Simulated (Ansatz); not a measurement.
# Does relaxation matter for the field gradients of HfO2?

Start: a structure deposited in the COD, taken as it stands.

Space group P2_1/c (No. 14); a = 5.1180, b = 5.1857, c = 5.2841 Å, β = 99.35°.

| site | Wyckoff | site symmetry | x | y | z |
| --- | --- | --- | --- | --- | --- |
| Hf | 4e | 1 | 0.2755 | 0.0397 | 0.2080 |
| O5 | 4e | 1 | 0.4487 | 0.7581 | 0.4801 |
| O9 | 4e | 1 | 0.0742 | 0.3316 | 0.3467 |

One atom of each set is listed.

Computed with Ansatz: DFT, PBE, plane waves and PAW, scalar-relativistic, 420 eV cutoff, Γ-centred 6×6×6 k-points, Fermi–Dirac smearing 0.02 eV.

The largest force at the start is 0.48 eV/Å. Relaxing the ions at fixed cell moves them by 0.057 Å at most (atom 10, O) and 0.034 Å rms.

```tsv
site	moved (Å)	first shell before	first shell after	V_zz before (10²¹ V/m²)	η before
Hf	0.013	7 O at 2.03–2.25 Å	7 O at 2.04–2.24 Å	12.08	0.54
O5	0.011	4 Hf at 2.14–2.25 Å	4 Hf at 2.14–2.24 Å	1.02	0.80
O9	0.057	3 Hf at 2.03–2.12 Å	3 Hf at 2.04–2.15 Å	1.25	0.74
```

**Question.** What are V_zz and η after the relaxation?

**Answer.** 

| site | V_zz after | η after | change of V_zz |
| --- | --- | --- | --- |
| Hf | 12.69 | 0.16 | +0.61 |
| O5 | 1.07 | 1.00 | +0.05 |
| O9 | -1.32 | 0.88 | – |

The largest change of V_zz along a kept axis is on Hf, from 12.08 to 12.69. In per cent, |V_zz| changes by +5 on Hf, +5 on O (all sites that start above 0.5, bar those whose gradient vanishes or changes sign or whose main axis turns by over 40°). Where |V_zz| stays above 0.1 and the axes keep their order, η moves most on Hf, from 0.54 to 0.16. On O9 the largest principal value lies along another axis in the second run, so the two V_zz can't be compared directly.

Without spin–orbit coupling the gradients at and beside Hf can be off by some per cent, at some sites by more.
Before: At this cell the PBE pressure is 6 GPa, so with PBE the cell would grow if it were relaxed.
After: At this cell the principal stresses reach 5 GPa in size with PBE, which can matter for small gradients.
